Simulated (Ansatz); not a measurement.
The system is MnS.

```xyz
2
Lattice="0.0000 2.4735 2.4735 2.4735 0.0000 2.4735 2.4735 2.4735 0.0000" Properties=species:S:1:pos:R:3 pbc="T T T"
Mn    0.0000    0.0000    0.0000
S     3.7102    3.7102    3.7102
```

The cell is a database's computed one.

Base run:

```yaml
Program: Ansatz 0.2.0
Functional: PBEsol
Potentials_or_basis: all-electron LAPW, scalar-relativistic
Cutoff: 344 eV
Density_cutoff: 1375 eV
Basis_error_allowed: 0.001 eV/atom
k_mesh: 9 × 9 × 9
Occupations: fermi-dirac, width 0.05 eV
Spin: collinear spin, ferromagnetic start
Starting_moments: "[4.0, 0.0] μB"
Hubbard_terms: Mn d U = 4 eV
```

Its results: pressure 48.7 GPa; net moment 4.47 μB per cell; site moments Mn +4.01; S +0.06 μB.

**Question.** The run is repeated on the same cell with these changes: potentials or basis from all-electron LAPW, scalar-relativistic to all-electron PAW datasets made for the crystal; hubbard terms from Mn d U = 4 eV to none. What comes out?

**Answer.** Pressure -3.0 GPa; net moment 0.24 μB per cell; site moments Mn +0.21; S -0.00 μB.

Caveats: the magnetic state may not be the lowest (some runs); U is the effective U less J, on atomic orbitals that reach past the spheres (some runs); a pressure of tens of GPa on the cell as given is suspect, and the run, the potentials or the cell itself is likely at fault (some runs); a cell with one magnetic atom can't hold antiferromagnetic order, which such compounds often take (some runs); the moment fell far below its start of 4 μB, so a state of higher moment may lie lower in energy (some runs).

Not every run made on this cell is shown here.
